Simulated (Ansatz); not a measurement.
Method: DFT PBE, scalar-relativistic, plane waves, PAW in Ansatz 0.2.0. All cells share a 420 eV cutoff and Γ-centred k meshes spaced at most about 0.3 Å⁻¹ (about 0.25 or finer for metals, 2π included). No spin polarisation in the final relaxations.

All energies are static (0 K, no zero-point motion).

Two forms of SiC2 were relaxed alike.

1. Space group P6_3/mmc (No. 194), hexagonal, a = 2.546 Å, c = 9.000 Å. Si is surrounded by 2 C at 2.04 Å and 6 Si at 2.55 Å; around C lie 3 C at 1.53 Å and 1 Si at 2.04 Å.

2. Space group Pm (No. 6), monoclinic, a = 2.456 Å, b = 4.242 Å, c = 9.803 Å, β = 94.6°. Si on its first site is surrounded by 4 Si at 2.45–2.46 Å; around Si on its second site lie 4 Si at 2.45–2.46 Å; C on its first site has 3 C at 1.41–1.42 Å; around C on its second site lie 3 C at 1.41–1.42 Å.

Task: Which form is favoured at zero pressure, and by what margin per atom?

Result: Cell 2 is lower, by 94 meV/atom. Cell 1 has space group P6_3/mmc (No. 194), 8.4 Å³/atom and no gap on its mesh; cell 2 has space group Pm (No. 6), 17.0 Å³/atom and no gap. Counting C atoms around Si (those within 1.25 times the shortest such distance or 1.15 times the sum of covalent radii; the shortest distance is added where it is long for a bond), cell 1 has Si 2 and cell 2 has Si 14 from 4.3 Å. Cell 1 and cell 2 both hold Si–Si nets and C–C nets. Even the lower one lies +0.26 eV/atom against the reference forms of the elements (uncorrected), so neither is stable at this level. Both come from invented guesses.

No dispersion correction is applied, so the spacing and binding between layers, chains or molecules are poorly described (Pm), and this can change margins and order among such cells.
